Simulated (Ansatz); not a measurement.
BaF2 (fluorite)

```
BaF2
1.0
    0.00000     6.24642     6.24642
    3.12321     3.12321     6.24642
    3.12321     3.12321     0.00000
Ba F
2 4
Direct
  0.00000   0.00000   0.00000
  0.50000   0.00000   0.00000
  0.00000   0.25000   0.25000
  0.50000   0.25000   0.25000
  0.00000   0.75000   0.75000
  0.50000   0.75000   0.75000
```

The atoms are displaced by Q × the pattern below (from a DFPT mode at X = (0.5, 0.5, 0.0), largest move 1; Q in Å), at fixed cell. (q is in reciprocal vectors of the primitive cell; the cell shown is doubled to hold the pattern.)

```tsv
atom	x	y	z
F3	0.000	0.000	1.000
F4	0.000	0.000	-1.000
F5	0.000	0.000	1.000
F6	0.000	0.000	-1.000
```

Atoms not listed stay in place.

The numbers are results of PBE (plane waves to 420 eV, PAW, scalar-relativistic; Ansatz, a program for electronic structure), not measurements. k mesh 9×9×9 (Γ-centred), Fermi-Dirac smearing 0.05 eV. Energies are smeared free energies. BaF2 was relaxed with its symmetry unable to fall. The zero of ΔE is the undisplaced structure.

```csv
Q (Å),ΔE (meV/cell)
-0.2800,189.0
-0.2333,withheld
-0.1867,80.7
-0.1400,44.7
-0.0933,19.6
-0.0467,4.9
0.0000,0.0
0.0467,4.9
0.0933,19.6
0.1400,44.7
0.1867,80.7
0.2333,withheld
0.2800,189.0
```

Problem. Fit an even polynomial form (powers 2, 4) to the given rows and predict ΔE at Q = 0.2333.

Solution. Least squares on the 11 given rows: ΔE = (2238)·Q² + (2209)·Q⁴, in meV/cell with Q in Å; root-mean-square residual 0.03 meV/cell. At 0.2333 the fit gives 128.4 meV/cell; the calculation gives 128.4 meV/cell, the same to the digits shown. The quadratic term alone would give 121.8 meV/cell.

(A displaced cell: forces are minus the slopes of the energy, force constants its curvatures, and phonons follow from these.)
